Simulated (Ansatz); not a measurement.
**Rhodium, simple cubic under PBE: ground state and equation of state**

What does PBE give for rhodium in the simple cubic structure? We relax it, solve it on a dense k-mesh, then scale the cell to 7 volumes from 88 to 112 % of the relaxed one and try a fit of the equation of state. The start is ferromagnetic. The k-meshes are 13×13×13 for the relaxation; 20×20×20 for the dense run; 20×20×20 for the volumes.

This is Rh in the simple cubic structure; at room conditions it is fcc.

Program: Ansatz 0.2.0. Level of theory: DFT PBE, plane waves (420 eV) with PAW, scalar-relativistic. These are calculated values, not measurements.

## (1) The structure to begin with

The structure is cubic, space group Pm-3m (No. 221). The conventional cell has a = 2.458 Å, b = 2.458 Å, c = 2.458 Å, α = 90.00°, β = 90.00°, γ = 90.00°. Rh (site symmetry m-3m) is surrounded by 6 Rh at 2.46 Å.

As a file:

```
Rh
1.0
     2.45806    0.00000    0.00000
     0.00000    2.45806    0.00000
     0.00000    0.00000    2.45806
Rh
1
Direct
  0.00000 0.00000 0.00000
```

Starting moments (μB): +1.

## (2) Geometry optimisation

input.yaml reads:

```yaml
crystal:
  lattice:
    - [2.4580591709, 0.0, 0.0]
    - [0.0, 2.4580591709, 0.0]
    - [0.0, 0.0, 2.4580591709]
  atoms:
    - { symbol: Rh, position: [0.0, 0.0, 0.0], spin: 1.0 }
hamiltonian:
  xc: pbe
  pseudopotentials:
    kind: paw
    azcp:
      Rh: "pseudopotentials/Rh.paw.azcp"
basis:
  ecutwfc: 420
  fft_grid_basis: typed
kpoints:
  mp_grid: { grid: [13, 13, 13], shift: [0, 0, 0] }
magnetization:
  spin_polarized: true
scf:
  occupations: { method: fermi_dirac, width: 0.05 }
relax:
  max_steps: 60
  f_tol: 0.01
  cell: {}
```

Further steps of the session: The energy on a finer k-mesh; The cell scaled to 88 % of its volume; The cell scaled to 92 % of its volume; The cell scaled to 96 % of its volume; The cell scaled to 100 % of its volume; The cell scaled to 104 % of its volume; The cell scaled to 108 % of its volume; The cell scaled to 112 % of its volume.

Before running it: what results should come out? Wanted: space group; conventional cell; volume; shortest distance; gap on the mesh; magnetic state; relative to fcc; V₀, B₀, B₀′.

The runs gave:

| quantity | value |
| --- | --- |
| space group (spins left aside) | Pm-3m (No. 221) |
| conventional cell | a = 2.536 Å |
| volume | 16.306 Å³/atom |
| shortest distance | 2.536 Å |
| gap on the mesh | none (levels filled in part) |
| magnetic state | non-magnetic |
| relative to fcc | +794 meV/atom |
| V₀, B₀, B₀′ | 16.296 Å³/atom, 184 GPa, 5.0 |

From the guessed start the volume grew by 9.8 % in 6 steps. Against the reference form of rhodium (fcc, computed apart with the same settings) it stands 794 meV/atom higher, so it is far from stable. The moments die out: the run ends non-magnetic. No gap shows: it is a metal or semimetal at this level. B₀ comes out at 184 GPa. Relaxation kept the symmetry; phonons were not checked.
